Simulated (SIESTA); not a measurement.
# CdTe (F-43m) in SIESTA: a series of runs, part 2 of 3

SIESTA 5.4.2. The steps go on from the part before.

### Step 3. Band structure, PBE, non-collinear spin, zero start, spin-orbit coupling

File run.py:

```python
from ase import Atoms
from ase.calculators.siesta import Siesta
from ase.units import Ry, GPa

atoms = Atoms(
    ['Te', 'Cd'],
    cell=[
        [0.0, 3.205, 3.205],
        [3.205, 0.0, 3.205],
        [3.205, 3.205, 0.0],
    ],
    scaled_positions=[
        [0.75, 0.75, 0.75],
        [0.0, 0.0, 0.0],
    ],
    pbc=True,
)

fdf = {
    'SCFMustConverge': False,
    'DM.InitSpin': ['  1   0.000     0.00     0.00', '  2   0.000     0.00     0.00'],
    'WriteOrbMom': 'true',
    'OccupationFunction': 'FD',
    'ElectronicTemperature': '0.05 eV',
    'MaxSCFIterations': '120',
    'SCF.Mixer.Method': 'Pulay',
    'SCF.Mixer.Weight': '0.25',
    'SCF.Mixer.History': '8',
    'SCF.DM.Tolerance': '5.0e-05',
    'SCF.H.Tolerance': '1.0e-03 eV',
    'WriteForces': 'true',
    'Charge.Mulliken': 'end',
    'BandLinesScale': 'ReciprocalLatticeVectors',
    'BandLines': ['  1    0.000000   0.000000   0.000000  \\Gamma', ' 12    0.500000   0.000000   0.500000  X', '  6    0.500000   0.250000   0.750000  W', '  4    0.375000   0.375000   0.750000  K', ' 13    0.000000   0.000000   0.000000  \\Gamma', ' 11    0.500000   0.500000   0.500000  L', '  8    0.625000   0.250000   0.625000  U', '  4    0.500000   0.250000   0.750000  W', '  9    0.500000   0.500000   0.500000  L', '  8    0.375000   0.375000   0.750000  K', '  1    0.625000   0.250000   0.625000  U', '  4    0.500000   0.000000   0.500000  X'],
    'PAO.Basis': ['Te.1 4', 'n=5 0 3', '  5.635 0.000 0.000', 'n=5 1 3', '  7.297 0.000 0.000', 'n=4 2 2', '  3.260 0.000', 'n=5 2 1', '  7.297', 'Cd.2 5', 'n=4 0 2', '  2.625 0.000', 'n=5 0 3', '  7.580 0.000 0.000', 'n=4 1 2', '  2.973 0.000', 'n=5 1 1', '  7.580', 'n=4 2 3', '  4.584 0.000 0.000'],
}
calc = Siesta(
    label="CdTe",
    command="siesta < PREFIX.fdf > PREFIX.out",
    pseudo_path="pseudos",
    pseudo_qualifier="",
    xc=('GGA', 'PBE'),
    basis_set="TZP",
    mesh_cutoff=800 * Ry,
    energy_shift=0.003 * Ry,
    kpts=[5, 5, 5],
    spin="spin-orbit",
    fdf_arguments=fdf,
)
atoms.calc = calc

print(f"energy = {atoms.get_potential_energy():.6f} eV")
free = atoms.get_potential_energy(force_consistent=True)
print(f"free energy = {free:.6f} eV")
print("forces (eV/A):")
print(atoms.get_forces(apply_constraint=False).round(6))
print("stress (GPa, Voigt order, tension positive):", (atoms.get_stress() / GPa).round(4))
```

Potentials or basis: PseudoDojo 0.4 standard (PBE files, fully relativistic), TZP (energy shift 0.003 Ry; two zetas on semicore shells).

Started as:

```bash
$ python run.py
```

Log:

```text
Job completed
energy = -7622.046079 eV
free energy = -7622.046093 eV
forces (eV/A):
[[-1.3e-05 -1.3e-05 -1.3e-05]
 [ 1.3e-05  1.3e-05  1.3e-05]]
stress (GPa, Voigt order, tension positive): [-4.2405e+00 -4.2405e+00 -4.2405e+00 -4.1000e-03 -4.1000e-03 -4.1000e-03]
```

CdTe.fdf:

```text
SystemName	CdTe
SystemLabel	CdTe

%block BandLines
  1    0.000000   0.000000   0.000000  \Gamma
 12    0.500000   0.000000   0.500000  X
  6    0.500000   0.250000   0.750000  W
  4    0.375000   0.375000   0.750000  K
 13    0.000000   0.000000   0.000000  \Gamma
 11    0.500000   0.500000   0.500000  L
  8    0.625000   0.250000   0.625000  U
  4    0.500000   0.250000   0.750000  W
  9    0.500000   0.500000   0.500000  L
  8    0.375000   0.375000   0.750000  K
  1    0.625000   0.250000   0.625000  U
  4    0.500000   0.000000   0.500000  X
%endblock BandLines
BandLinesScale	ReciprocalLatticeVectors
Charge.Mulliken	end
%block DM.InitSpin
  1   0.000     0.00     0.00
  2   0.000     0.00     0.00
%endblock DM.InitSpin
ElectronicTemperature	0.05 eV
MaxSCFIterations	120
OccupationFunction	FD
%block PAO.Basis
Te.1 4
n=5 0 3
  5.635 0.000 0.000
n=5 1 3
  7.297 0.000 0.000
n=4 2 2
  3.260 0.000
n=5 2 1
  7.297
Cd.2 5
n=4 0 2
  2.625 0.000
n=5 0 3
  7.580 0.000 0.000
n=4 1 2
  2.973 0.000
n=5 1 1
  7.580
n=4 2 3
  4.584 0.000 0.000
%endblock PAO.Basis
SCF.DM.Tolerance	5.0e-05
SCF.H.Tolerance	1.0e-03 eV
SCF.Mixer.History	8
SCF.Mixer.Method	Pulay
SCF.Mixer.Weight	0.25
SCFMustConverge	False
WriteForces	true
WriteOrbMom	true

Spin	spin-orbit
XC.functional	GGA
XC.authors	PBE

MeshCutoff	10884.554409746897	eV
PAO.EnergyShift	0.040817079036550866	eV

NumberOfSpecies	2
NumberOfAtoms	2
%block ChemicalSpecieslabel
    1 52 Te.1 Te.1.psml
    2 48 Cd.2 Cd.2.psml
%endblock ChemicalSpecieslabel

%block PAO.BasisSizes
    Te.1	TZP
    Cd.2	TZP
%endblock PAO.BasisSizes

LatticeConstant	1.0 Ang
%block LatticeVectors
    0.0 3.205 3.205
    3.205 0.0 3.205
    3.205 3.205 0.0
%endblock LatticeVectors
AtomicCoordinatesFormat	Ang
%block AtomicCoordinatesAndAtomicSpecies
    4.8075 4.8075 4.8075 1
    0.0 0.0 0.0 2
%endblock AtomicCoordinatesAndAtomicSpecies
%block DM.InitSpin
%endblock DM.InitSpin

#KPoint grid
%block kgrid_Monkhorst_Pack
     5       0       0  0.0
     0       5       0  0.0
     0       0       5  0.0
%endblock kgrid_Monkhorst_Pack
```

CdTe.out:

```text
Version         : 5.4.2

[... 6 lines left out ...]
 NOTE: Please see the manual for full details and compatibility measures.

reinit: Reading from standard input
reinit: Dumping input in INPUT_TMP.86564
************************** Dump of input data file ****************************
SystemName	CdTe
SystemLabel	CdTe
%block BandLines
  1    0.000000   0.000000   0.000000  \Gamma
 12    0.500000   0.000000   0.500000  X
  6    0.500000   0.250000   0.750000  W
  4    0.375000   0.375000   0.750000  K
 13    0.000000   0.000000   0.000000  \Gamma
 11    0.500000   0.500000   0.500000  L
  8    0.625000   0.250000   0.625000  U
  4    0.500000   0.250000   0.750000  W
[... 1009 lines left out ...]
    2 15 4dxy       1.89695   0.00000      0.000  -0.000   0.000
    2 16 4dyz       1.89695   0.00000     -0.000  -0.000  -0.000
    2 17 4dz2       1.86598   0.00000     -0.000   0.000   0.000
    2 18 4dxz       1.89695   0.00000      0.000  -0.000  -0.000
    2 19 4dx2-y2    1.86598   0.00000     -0.000  -0.000   0.000
    2 20 4dxy      -0.00291   0.00000      0.000  -0.000   0.000
    2 21 4dyz      -0.00291   0.00000     -0.000  -0.000  -0.000
    2 22 4dz2       0.00286   0.00000     -0.000   0.000   0.000
    2 23 4dxz      -0.00291   0.00000      0.000  -0.000  -0.000
    2 24 4dx2-y2    0.00286   0.00000     -0.000  -0.000   0.000
    2 25 4dxy       0.09187   0.00000     -0.000   0.000  -0.000
    2 26 4dyz       0.09187   0.00000      0.000   0.000   0.000
    2 27 4dz2       0.10973   0.00000      0.000  -0.000  -0.000
    2 28 4dxz       0.09187   0.00000     -0.000   0.000   0.000
    2 29 4dx2-y2    0.10973   0.00000      0.000   0.000  -0.000
    2     Total    19.89122   0.00000      0.000   0.000  -0.000

Total              36.00000   0.00000     -0.000  -0.000  -0.000

Mulliken Atomic Populations:
Atom #   charge [q] valence [e]           S      Sx [e]      Sy [e]      Sz [e]  Species
     1    -0.108778   16.108778    0.000000   -0.000000   -0.000000    0.000000  Te.1
     2     0.108778   19.891222    0.000000    0.000000    0.000000   -0.000000  Cd.2
 Total     0.000000                0.000000   -0.000000   -0.000000   -0.000000

Job completed
```

Wall time 1.9 min (1 thread of Intel Xeon Platinum 8259CL at 2.50GHz (Skylake/Cascade Lake), shared host); peak memory 0.38 GiB.

Results:

- Free energy: -7622.0461 eV
- Pressure: 4.2 GPa
- Band gap on the k mesh: 0.73 eV, direct
- Band gap along the path: 0.73 eV, direct
- Net moment: 0.00 μB per cell

Levels at the corners of the path, in eV from the valence-band top:
```tsv
point	band 33	band 34	band 35	band 36	band 37	band 38	band 39	band 40
Γ	0.00	0.00	0.00	0.00	0.73	0.73	4.29	4.29
X	-2.43	-2.43	-2.09	-2.09	2.43	2.43	2.46	2.46
W	-3.02	-2.57	-2.56	-2.54	3.96	4.36	4.50	4.57
K	-3.15	-2.86	-1.91	-1.88	2.73	2.77	4.30	4.50
Γ	0.00	0.00	0.00	0.00	0.73	0.73	4.29	4.29
L	-1.37	-1.37	-0.84	-0.84	1.71	1.71	5.01	5.01
U	-3.15	-2.86	-1.91	-1.88	2.73	2.77	4.30	4.50
W	-3.02	-2.57	-2.56	-2.54	3.96	4.36	4.50	4.57
L	-1.37	-1.37	-0.84	-0.84	1.71	1.71	5.01	5.01
K	-3.15	-2.86	-1.91	-1.88	2.73	2.77	4.30	4.50
U	-3.15	-2.86	-1.91	-1.88	2.73	2.77	4.30	4.50
X	-2.43	-2.43	-2.09	-2.09	2.43	2.43	2.46	2.46
```

Moments on the atoms (μB; x, y, z):
```
Te  0.00 0.00 0.00
Cd  0.00 0.00 0.00
```

Caveat: the basis of atomic orbitals isn't converged, which shifts pressures, moduli and gaps.

### Step 4. Band structure, PBE

Changes to run.py since step 3:

```diff
@@ -20,4 +20,2 @@
     'SCFMustConverge': False,
-    'DM.InitSpin': ['  1   0.000     0.00     0.00', '  2   0.000     0.00     0.00'],
-    'WriteOrbMom': 'true',
     'OccupationFunction': 'FD',
@@ -34,3 +32,2 @@
     'BandLines': ['  1    0.000000   0.000000   0.000000  \\Gamma', ' 12    0.500000   0.000000   0.500000  X', '  6    0.500000   0.250000   0.750000  W', '  4    0.375000   0.375000   0.750000  K', ' 13    0.000000   0.000000   0.000000  \\Gamma', ' 11    0.500000   0.500000   0.500000  L', '  8    0.625000   0.250000   0.625000  U', '  4    0.500000   0.250000   0.750000  W', '  9    0.500000   0.500000   0.500000  L', '  8    0.375000   0.375000   0.750000  K', '  1    0.625000   0.250000   0.625000  U', '  4    0.500000   0.000000   0.500000  X'],
-    'PAO.Basis': ['Te.1 4', 'n=5 0 3', '  5.635 0.000 0.000', 'n=5 1 3', '  7.297 0.000 0.000', 'n=4 2 2', '  3.260 0.000', 'n=5 2 1', '  7.297', 'Cd.2 5', 'n=4 0 2', '  2.625 0.000', 'n=5 0 3', '  7.580 0.000 0.000', 'n=4 1 2', '  2.973 0.000', 'n=5 1 1', '  7.580', 'n=4 2 3', '  4.584 0.000 0.000'],
 }
@@ -42,7 +39,7 @@
     xc=('GGA', 'PBE'),
-    basis_set="TZP",
+    basis_set="DZP",
     mesh_cutoff=800 * Ry,
-    energy_shift=0.003 * Ry,
-    kpts=[5, 5, 5],
-    spin="spin-orbit",
+    energy_shift=0.01 * Ry,
+    kpts=[7, 7, 7],
+    spin="non-polarized",
     fdf_arguments=fdf,
```

Potentials or basis: PseudoDojo 0.4 standard (PBE files), DZP (energy shift 0.01 Ry).

Started as:

```bash
$ python run.py
```

It took 26 s on 1 thread of Intel Xeon Platinum 8259CL at 2.50GHz (Skylake/Cascade Lake), shared host; peak memory 0.25 GiB.

The run converged. Its results:

```yaml
Free_energy: -7622.4874 eV
Pressure: 2.7 GPa
Band_gap_on_the_k_mesh: 1.07 eV, direct
Band_gap_along_the_path: 1.07 eV, direct
```

Levels at the corners of the path, in eV from the valence-band top:
```tsv
point	band 14	band 15	band 16	band 17	band 18	band 19	band 20	band 21	band 22	band 23
Γ	-8.09	-8.09	0.00	0.00	0.00	1.07	4.86	4.86	4.86	10.07
X	-7.94	-7.56	-4.44	-1.97	-1.97	2.76	2.82	9.74	9.87	9.87
W	-8.01	-7.45	-4.34	-2.44	-2.34	4.64	5.18	6.08	6.64	10.47
K	-8.00	-7.50	-4.36	-2.71	-1.62	3.13	4.89	7.95	7.96	8.91
Γ	-8.09	-8.09	0.00	0.00	0.00	1.07	4.86	4.86	4.86	10.07
L	-8.05	-7.68	-4.63	-0.79	-0.79	2.04	5.46	5.46	8.65	11.52
U	-8.00	-7.50	-4.36	-2.71	-1.62	3.13	4.89	7.95	7.96	8.91
W	-8.01	-7.45	-4.34	-2.44	-2.34	4.64	5.18	6.08	6.64	10.47
L	-8.05	-7.68	-4.63	-0.79	-0.79	2.04	5.46	5.46	8.65	11.52
K	-8.00	-7.50	-4.36	-2.71	-1.62	3.13	4.89	7.95	7.96	8.91
U	-8.00	-7.50	-4.36	-2.71	-1.62	3.13	4.89	7.95	7.96	8.91
X	-7.94	-7.56	-4.44	-1.97	-1.97	2.76	2.82	9.74	9.87	9.87
```

Caveat: semicore shells carry a single zeta, which can move pressures by several GPa and volumes by a few percent; spin-orbit coupling is left out, which moves the levels of the heavy elements; the basis of atomic orbitals isn't converged, which shifts pressures, moduli and gaps.

(Part 2 of 3 ends here.)
